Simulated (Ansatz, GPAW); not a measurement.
Given: the input of a run of GPAW 26.7.0 (ASE script) on Sn. This isn't the form of Sn at room conditions, which is tetragonal (white tin).

Contents of run.py:

```python
from ase import Atoms
from ase.dft.bandgap import bandgap
from ase.io import write
from ase.units import GPa
from gpaw import GPAW, PW

atoms = Atoms(['Sn', 'Sn'],
              cell=[[0.0, 3.2333428, 3.2333428],
                    [3.2333428, 0.0, 3.2333428],
                    [3.2333428, 3.2333428, 0.0]],
              scaled_positions=[[0.25, 0.25, 0.25],
                                [0.0, 0.0, 0.0]],
              pbc=True)

calc = GPAW(mode=PW(600),
            xc='PBE',
            kpts={'size': (7, 7, 7), 'gamma': True},
            occupations={'name': 'methfessel-paxton', 'order': 0, 'width': 0.05},
            nbands=24,
            convergence={'density': 1e-05, 'energy': 1e-05},
            maxiter=150,
            txt='gpaw.txt')
atoms.calc = calc
energy = atoms.get_potential_energy()
forces = atoms.get_forces()
stress = atoms.get_stress()
calc.write('gs.gpw')
write('result.traj', atoms)
print(f'Energy: {energy:.6f} eV')
print('Forces (eV/A):')
print(forces.round(4))
print('Stress (GPa):', (stress / GPa).round(3))
print('Fermi level:', round(calc.get_fermi_level(), 4), 'eV')
print(f'Gap: {bandgap(calc)[0]:.4f} eV, direct: {bandgap(calc, direct=True)[0]:.4f} eV')
```

Potentials or basis: GPAW PAW data sets (gpaw-data 1.2.1), pw.

Command:

```bash
$ OMP_NUM_THREADS=1 python run.py
```

Set up the same calculation for Ansatz 0.2.0. Potentials or basis there: all-electron LAPW, scalar-relativistic.

As run (cutoffs and basis follow the program's own potentials, and thresholds, step limits or extra output files can differ):

Contents of input.yaml:

```yaml
crystal:
  lattice:
    - [0.0, 3.2333428, 3.2333428]
    - [3.2333428, 0.0, 3.2333428]
    - [3.2333428, 3.2333428, 0.0]
  atoms:
    - { symbol: Sn, position: [0.25, 0.25, 0.25] }
    - { symbol: Sn, position: [0.0, 0.0, 0.0] }
kpoints:
  mp_grid: { grid: [7, 7, 7] }
scf:
  occupations: { method: gaussian, width: 0.05 }
hamiltonian:
  xc: pbe
  pseudopotentials: { kind: all_electron, lapw: { basis_error: 0.001 } }
output:
  forces: true
  stress: true
  eigenvalues: true
```

Potentials or basis: all-electron LAPW, scalar-relativistic.

Command:

```bash
$ ansatz run input.yaml --threads 1 --pin off --max-ram 3072MiB --backend cpu --events-out ev --progress --plain --runs-dir out
```

Both were run:

|  | GPAW | Ansatz |
| --- | --- | --- |
| Pressure | 3.5 GPa | 3.8 GPa |

Where Ansatz's input types no cutoff or centring, it takes its own default and a Γ-centred mesh.

Pressure is positive in compression.
